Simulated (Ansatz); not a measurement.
**CdSe: one input, then a changed one**

Structure from Materials Project entry mp-1070 (possibly hypothetical), not relaxed further.

First run: DFT, r2SCAN, all-electron PAW with datasets made for the crystal, scalar-relativistic (Ansatz 0.2.0).

Command: `ansatz run input.yaml --threads 1 --pin off --max-ram 4096MiB --backend cpu --events-out ev --progress --plain --runs-dir out` The run took 2.4 min on 1 thread of Intel(R) Xeon(R) 6975P-C (Granite Rapids), on a shared host.

```yaml
crystal:
  lattice:
    - [4.3460853832, 0.0, 0.0]
    - [-2.1730426916, 3.7638203488, 0.0]
    - [0.0, 0.0, 7.08983988]
  atoms:
    - { symbol: Cd, position: [0.6666666667, 0.3333333333, 0.49995336] }
    - { symbol: Cd, position: [0.3333333333, 0.6666666667, 0.99995336] }
    - { symbol: Se, position: [0.6666666667, 0.3333333333, 0.87590664] }
    - { symbol: Se, position: [0.3333333333, 0.6666666667, 0.37590664] }
kpoints:
  mp_grid: { grid: [8, 8, 5] }
  band_path:
    path:
      - [0.0, 0.0, 0.0]
      - [0.5, 0.0, 0.0]
      - [0.3333333333, 0.3333333333, 0.0]
      - [0.0, 0.0, 0.0]
      - [0.0, 0.0, 0.5]
      - [0.5, 0.0, 0.5]
      - [0.3333333333, 0.3333333333, 0.5]
      - [0.0, 0.0, 0.5]
      - [0.5, 0.0, 0.5]
    npoints: 8
scf:
  occupations: { method: fermi_dirac, width: 0.01 }
hamiltonian:
  xc: r2scan
  pseudopotentials: { kind: all_electron, datasets: crystal }
output:
  forces: true
  stress: true
  eigenvalues: true
  efg: { contact_densities: true }
```

Result: converged; pressure -0.23 GPa; gap on the k mesh 1.10 eV (the mesh can miss the band edges); 12 SCF iterations.

The input is then changed:

```diff
@@ -24,5 +24,5 @@
     npoints: 8
 scf:
-  occupations: { method: fermi_dirac, width: 0.01 }
+  occupations: { method: fermi_dirac, width: 0.025 }
 hamiltonian:
   xc: r2scan
```

Question: Predict the outcome of the changed run.

Answer: It converged; pressure -0.23 GPa; gap on the k mesh 1.10 eV (the mesh can miss the band edges); 12 SCF iterations.
